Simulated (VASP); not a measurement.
# SnSe (Fm-3m) in VASP: further runs

One crystal, SnSe, is run at these levels: LDA; tasks: single point.

All numbers are computed with VASP 6.6.1; they aren't measurements. Logs are shortened: lines on timing, memory, paths and dates and some standing lists are left out, and cuts for length are marked.

## Step 1: The structure

The structure is cubic, space group Fm-3m (No. 225). Conventional cell: a = 6.020 Å, b = 6.020 Å, c = 6.020 Å, α = 90.00°, β = 90.00°, γ = 90.00°. Sn (site symmetry m-3m) has 6 Se at 3.01 Å as nearest neighbours. Around Se (site symmetry m-3m) lie 6 Sn at 3.01 Å.

Measurements of this composition are mostly on another form, of space group No. 62.

## Step 2: Single point, LDA, spin-orbit coupling, no magnetisation

File INCAR:

```
ALGO = Normal ; EDIFF = 1E-7
ENCUT = 280 ; GGA_COMPAT = F
ISIF = 2 ; ISMEAR = 0
LASPH = T ; LCHARG = F
LORBIT = 11 ; LREAL = F
LSORBIT = T ; LWAVE = F
MAGMOM = 0 0 0 0 0 0 ; NBANDS = 36
NELM = 100 ; PREC = Accurate
SIGMA = 0.02
```

File KPOINTS:

```
k-points
0
Gamma
  5 5 5
```

File POSCAR:

```
SnSe
1.0
    0.0000000000      3.0100000000      3.0100000000
    3.0100000000      0.0000000000      3.0100000000
    3.0100000000      3.0100000000      0.0000000000
Sn Se
1 1
Direct
    0.0000000000      0.0000000000      0.0000000000
    0.5000000000      0.5000000000      0.5000000000
```

Potentials or basis: VASP PAW LDA potentials, release 64 (Sn_d, Se).

The run is started by

```console
cat potpaw_LDA.64/Sn_d/POTCAR potpaw_LDA.64/Se/POTCAR > POTCAR
mpirun -np 1 vasp_ncl > vasp.out
```

OUTCAR:

```text
EDIFF = 1E-7
   ENCUT = 280
   ISIF = 2
   ISMEAR = 0
   LASPH = T
   LORBIT = 11
   LREAL = F
   LSORBIT = T
   NELM = 100
   PREC = Accurate

 Found     10 irreducible k-points:

 Following reciprocal coordinates:
            Coordinates               Weight
  0.000000  0.000000  0.000000      1.000000
  0.200000  0.000000  0.000000      8.000000
  0.400000  0.000000  0.000000      8.000000
  0.200000  0.200000  0.000000      6.000000
  0.400000  0.200000  0.000000     24.000000
 -0.400000  0.200000  0.000000     24.000000
   k-points           NKPTS =     10   k-points in BZ     NKDIM =     10   number of bands    NBANDS=     36
   number of dos      NEDOS =    301   number of ions     NIONS =      2
   total plane-waves  NPLWV =  13824
   dimension x,y,z NGX =    24 NGY =   24 NGZ =   24
   dimension x,y,z NGXF=    48 NGYF=   48 NGZF=   48
   ions per type =               1   1
   NGX,Y,Z   is equivalent  to a cutoff of   9.37,  9.37,  9.37 a.u.
   NGXF,Y,Z  is equivalent  to a cutoff of  18.75, 18.75, 18.75 a.u.
 SYSTEM =  unknown system
   PREC   = accura    normal or accurate (medium, high low for compatibility)
   ISTART =      0    job   : 0-new  1-cont  2-samecut
   ICHARG =      2    charge: 1-file 2-atom 10-const
   ISPIN  =      1    spin polarized calculation?
   LNONCOLLINEAR =      T non collinear calculations
   LSORBIT =      T    spin-orbit coupling
   LASPH  =      T    aspherical Exc in radial PAW
   ENCUT  =  280.0 eV  20.58 Ry    4.54 a.u.   5.81  5.81  5.81*2*pi/ulx,y,z
   NELM   =    100;   NELMIN=  2; NELMDL= -5     # of ELM steps
   EDIFF  = 0.1E-06   stopping-criterion for ELM
   LREAL  =      F    real-space projection
   EDIFFG = 0.1E-05   stopping-criterion for IOM
   NSW    =      0    number of steps for IOM
   IBRION =     -1    ionic relax: 0-MD 1-quasi-New 2-CG
   NFREE  =      0    steps in history (QN), initial steepest desc. (CG)
   ISIF   =      2    stress and relaxation
   ISYM   =      2    0-nonsym 1-usesym 2-fastsym
   POTIM  = 0.5000    time-step for ionic-motion
   TEBEG  =    0.0;   TEEND  =   0.0 temperature during run
   PSTRESS=    0.0 pullay stress
   NELECT =      20.0000    total number of electrons
   NUPDOWN=      -1.0000    fix difference up-down
   EMIN   =  10.00;   EMAX   =-10.00  energy-range for DOS
   EFERMI =   0.00;   METHOD = LEGACY
   ISMEAR =     0;   SIGMA  =   0.02  broadening in eV -4-tet -1-fermi 0-gaus
   EFERMI_NEDOS =   21; number of points for ismear=-14 and -15
   IALGO  =     38    algorithm
   IMIX   =      4    mixing-type and parameters
     AMIX     =   0.40;   BMIX     =  1.00
     AMIX_MAG =   1.60;   BMIX_MAG =  1.00
  volume/ion in A,a.u.               =      27.27       184.03
  Fermi-wavevector in a.u.,A,eV,Ry     =   1.171768  2.214321 18.681350  1.373040
  Thomas-Fermi vector in A             =   2.308207
   LORBIT       =     11    0 simple, 1 ext, 2 COOP (PROOUT), +10 PAW based schemes
   GGA     = CA    functional components
   LHFCALC =     F    Hartree Fock is set to
   AEXX    =    0.0000 exact exchange contribution
   IVDW    =     0    specifies the selected vdW correction
   LEPSILON=     F    determine dielectric tensor
   LRPA    =     F    only Hartree local field effects (RPA)
 Gauss-broadening in eV      SIGMA  =   0.02
  energy-cutoff  :      280.00
  volume of cell :       54.54
 maximum number of plane-waves:      1178
   NGX = 11   NGY = 11   NGZ = 11

 number of electron      20.0000010 magnetization       0.0000000      0.0000000      0.0000000

 number of electron      20.0000010 magnetization      -0.0000000     -0.0000000     -0.0000000

 number of electron      20.0000010 magnetization       0.0000000      0.0000000     -0.0000000

 Free energy of the ion-electron system (eV)
  ---------------------------------------------------
  ext. energy  EPLUGINS =         0.00000000
  ---------------------------------------------------
  free energy    TOTEN  =        -9.56556329 eV

  energy without entropy =       -9.56556329  energy(sigma->0) =       -9.56556329

 E-fermi :   5.3884     XC(G=0):  -9.8857

 val. band max:        5.2899346395   @ k =  -0.2000   0.2000   0.0000
 cond. band min:       6.1062867534   @ k =  -0.2000   0.2000   0.0000
 fundamental gap:      0.8163521139
 Fermi energy:         5.3884059260

 k-point     1 :       0.0000    0.0000    0.0000
  band No.  band energies     occupation
      1     -16.6681      1.00000
      2     -16.6681      1.00000
      3     -16.6681      1.00000
      4     -16.6681      1.00000
      5     -15.6263      1.00000
      6     -15.6263      1.00000
[... 24 lines left out ...]
     31      11.3161      0.00000
     32      11.3161      0.00000

 k-point     2 :       0.2000    0.0000    0.0000
  band No.  band energies     occupation
      1     -16.6684      1.00000
      2     -16.6684      1.00000
      3     -16.6663      1.00000
      4     -16.6663      1.00000
      5     -15.6287      1.00000
      6     -15.6287      1.00000
[... 24 lines left out ...]
     31      12.1698      0.00000
     32      12.1698      0.00000

 k-point     3 :       0.4000    0.0000    0.0000
  band No.  band energies     occupation
      1     -16.6688      1.00000
      2     -16.6688      1.00000
      3     -16.6634      1.00000
      4     -16.6634      1.00000
      5     -15.6324      1.00000
      6     -15.6324      1.00000
[... 24 lines left out ...]
     31      14.4465      0.00000
     32      14.4465      0.00000

 k-point     4 :       0.2000    0.2000    0.0000
  band No.  band energies     occupation
      1     -16.6676      1.00000
      2     -16.6676      1.00000
      3     -16.6669      1.00000
      4     -16.6669      1.00000
      5     -15.6289      1.00000
      6     -15.6289      1.00000
[... 24 lines left out ...]
     31      13.6108      0.00000
     32      13.6108      0.00000

 k-point     5 :       0.4000    0.2000    0.0000
  band No.  band energies     occupation
      1     -16.6681      1.00000
      2     -16.6681      1.00000
      3     -16.6649      1.00000
      4     -16.6649      1.00000
      5     -15.6321      1.00000
      6     -15.6321      1.00000
[... 24 lines left out ...]
     31      15.4929      0.00000
     32      15.4929      0.00000

 k-point     6 :      -0.4000    0.2000    0.0000
  band No.  band energies     occupation
      1     -16.6682      1.00000
      2     -16.6682      1.00000
      3     -16.6639      1.00000
      4     -16.6639      1.00000
      5     -15.6323      1.00000
      6     -15.6323      1.00000
[... 24 lines left out ...]
     31      14.4438      0.00000
     32      14.4438      0.00000

 [... further k-points ...]

 [bands above 32 left out]

------------------------ aborting loop because EDIFF is reached ----------------------------------------

  FORCE on cell =-STRESS in cart. coord.  units (eV):
  Direction    XX          YY          ZZ          XY          YZ          ZX
  --------------------------------------------------------------------------------------
  -------------------------------------------------------------------------------------
  Total       -1.2100408     -1.2100408     -1.2100408      0.0000000      0.0000000      0.0000000
  in kB      -35.5452119    -35.5452119    -35.5452119      0.0000000      0.0000000      0.0000000
  external PRESSURE =     -35.5452119 kB  Pullay stress =       0.0000000 kB

 VOLUME and BASIS-vectors are now :
 -----------------------------------------------------------------------------
  energy-cutoff  :      280.00
  volume of cell :       54.54
      direct lattice vectors                 reciprocal lattice vectors
     0.000000000  3.010000000  3.010000000    -0.166112957  0.166112957  0.166112957
     3.010000000  0.000000000  3.010000000     0.166112957 -0.166112957  0.166112957
     3.010000000  3.010000000  0.000000000     0.166112957  0.166112957 -0.166112957

 POSITION                                       TOTAL-FORCE (eV/Angst)
 -----------------------------------------------------------------------------------
      0.00000      0.00000      0.00000        -0.000000     -0.000000     -0.000000
      3.01000      3.01000      3.01000         0.000000      0.000000      0.000000
 -----------------------------------------------------------------------------------
    total drift:                                0.000000     -0.000000     -0.000000

  FREE ENERGIE OF THE ION-ELECTRON SYSTEM (eV)
  ---------------------------------------------------
  free  energy   TOTEN  =        -9.5655632881 eV

  energy  without entropy=       -9.5655632881  energy(sigma->0) =       -9.56556329

 Spin-Orbit-Coupling matrix elements

 Ion:    1  E_soc:     -0.0908426
 l=   1
     0.0000000    -0.0089063    -0.0089063
    -0.0089063     0.0000000    -0.0089063
    -0.0089063    -0.0089063     0.0000000
 l=   2
     0.0000000    -0.0012423     0.0000000    -0.0012423    -0.0049918
    -0.0012423     0.0000000    -0.0037439    -0.0012423    -0.0012480
     0.0000000    -0.0037439     0.0000000    -0.0037439     0.0000000
    -0.0012423    -0.0012423    -0.0037439     0.0000000    -0.0012480
    -0.0049918    -0.0012480     0.0000000    -0.0012480     0.0000000
 l=   3
     0.0000000     0.0000000     0.0000000     0.0000000     0.0000000     0.0000000     0.0000000
     0.0000000     0.0000000     0.0000000     0.0000000     0.0000000     0.0000000     0.0000000
     0.0000000     0.0000000     0.0000000     0.0000000     0.0000000     0.0000000     0.0000000
     0.0000000     0.0000000     0.0000000     0.0000000     0.0000000     0.0000000     0.0000000
     0.0000000     0.0000000     0.0000000     0.0000000     0.0000000     0.0000000     0.0000000
     0.0000000     0.0000000     0.0000000     0.0000000     0.0000000     0.0000000     0.0000000
     0.0000000     0.0000000     0.0000000     0.0000000     0.0000000     0.0000000     0.0000000

 Ion:    2  E_soc:     -0.0436476
 l=   1
     0.0000000    -0.0072823    -0.0072823
    -0.0072823     0.0000000    -0.0072823
    -0.0072823    -0.0072823     0.0000000
 l=   2
     0.0000000    -0.0000016     0.0000000    -0.0000016     0.0000094
    -0.0000016     0.0000000     0.0000070    -0.0000016     0.0000023
     0.0000000     0.0000070     0.0000000     0.0000070     0.0000000
    -0.0000016    -0.0000016     0.0000070     0.0000000     0.0000023
     0.0000094     0.0000023     0.0000000     0.0000023     0.0000000
 l=   3
     0.0000000     0.0000000     0.0000000     0.0000000     0.0000000     0.0000000     0.0000000
     0.0000000     0.0000000     0.0000000     0.0000000     0.0000000     0.0000000     0.0000000
     0.0000000     0.0000000     0.0000000     0.0000000     0.0000000     0.0000000     0.0000000
     0.0000000     0.0000000     0.0000000     0.0000000     0.0000000     0.0000000     0.0000000
     0.0000000     0.0000000     0.0000000     0.0000000     0.0000000     0.0000000     0.0000000
     0.0000000     0.0000000     0.0000000     0.0000000     0.0000000     0.0000000     0.0000000
     0.0000000     0.0000000     0.0000000     0.0000000     0.0000000     0.0000000     0.0000000

 total charge

# of ion       s       p       d       tot
------------------------------------------
    1        1.388   0.689   9.978  12.054
    2        1.488   2.275   0.025   3.788
--------------------------------------------------
tot          2.876   2.964  10.003  15.842

 magnetization (x)

# of ion       s       p       d       tot
------------------------------------------
    1        0.000  -0.000  -0.000   0.000
    2        0.000  -0.000   0.000  -0.000
--------------------------------------------------
tot          0.000  -0.000  -0.000   0.000

 magnetization (y)

# of ion       s       p       d       tot
------------------------------------------
    1       -0.000   0.000  -0.000  -0.000
    2        0.000  -0.000   0.000  -0.000
--------------------------------------------------
tot         -0.000   0.000  -0.000  -0.000

 magnetization (z)

# of ion       s       p       d       tot
------------------------------------------
    1        0.000   0.000   0.000   0.000
    2        0.000   0.000   0.000   0.000
--------------------------------------------------
tot          0.000   0.000   0.000   0.000
```

Wall time 6.8 s (1 thread of Intel Xeon 6975P-C (Granite Rapids), shared host); peak memory 0.17 GiB.

The run converged, but some of its settings lie outside the range that counts as converged, so its numbers aren't taken as properties of the crystal.

Results:

| Quantity | Value |
| --- | --- |
| Free energy | -9.5656 eV |
| Pressure | -3.6 GPa |
| Valence electrons inside the program's atomic spheres | Sn 12.05; Se 3.79 |

Caveat: the k mesh is coarse (spacing up to 0.36 Å⁻¹), so the values aren't converged; the cutoff is under 1.25 times the usual one of these potentials, so pressure, stress and relaxed cells hold a basis-set (Pulay) error; this odd mesh misses L, where the gap lies, so gap, dielectric constants and Born charges aren't listed.

(Continued in part 2 of 2.)
